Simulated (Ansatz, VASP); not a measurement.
# Two plane-wave programs on TiC

INCAR

```
  PREC = Accurate
  ENCUT = 520
  EDIFF = 1E-6
  ISMEAR = -1
  SIGMA = 0.1
  LREAL = False
  LASPH = True
  NELM = 80
  ALGO = Normal
  ISIF = 2
  LWAVE = False
  LCHARG = True
  GGA = PE
  LELF = True
  LVHAR = True
  NBANDS = 15
```

The input KPOINTS:

```
Automatic mesh
0
Gamma
  6 6 6
```

POSCAR

```
TiC
1.0
   -0.0248100000      2.0830400000      2.1335600000
    2.1483200000     -0.0539000000      2.1626500000
    2.1397300000      2.1035300000     -0.0453100000
Ti C
1 1
Direct
    0.9304211602      0.0085451126      0.0264908027
    0.4222100000      0.5576400000      0.5496500000
```

Input for Ansatz:

```yaml
crystal:
  lattice:
    - [-0.02481, 2.08304, 2.13356]
    - [2.14832, -0.0539, 2.16265]
    - [2.13973, 2.10353, -0.04531]
  atoms:
    - { symbol: Ti, position: [0.9304211601637632, 0.008545112611451872, 0.026490802651843306] }
    - { symbol: C, position: [0.42221, 0.55764, 0.54965] }
basis:
  ecutwfc: 540.0
  xc_grid: 2
kpoints:
  mp_grid:
    grid: [6, 6, 6]
hamiltonian:
  xc: pbe
scf:
  convergence:
    dr2_threshold: 1.0e-09
  occupations:
    method: fermi_dirac
output:
  forces: true
  stress: true
```

Alike in both runs: task single point; functional PBE; k mesh 6 × 6 × 6; no spin polarisation.

```csv
,VASP,Ansatz
version,VASP 6.6.1,Ansatz 0.2.0
potentials or method,"VASP PAW PBE potentials, release 64 (Ti_sv, C)","plane waves, PAW"
plane-wave cutoff (eV),520,540
occupations,"fermi-dirac, width 0.1 eV",fermi-dirac
valence electrons in the cell,16,16
```

VASP gave:

```
pressure (GPa)                                  : 10.7
largest component of the traceless stress (GPa) : 5.69
rms of the force components (eV/Å)              : 0.939
```

Task: Estimate Ansatz's values.

Result: Pressure (GPa): 10.5; largest component of the traceless stress (GPa): 5.72; rms of the force components (eV/Å): 0.935.

Atom by atom the forces differ by 0.004 eV/Å (rms over components). Ansatz warned: «stress_scf_threshold_loose».

Caveats: the k mesh is coarse (spacing up to 0.42 Å⁻¹), so the values aren't converged; forces of over 1 eV/Å show positions far from the minimum, so gaps and moduli don't describe the material at rest.
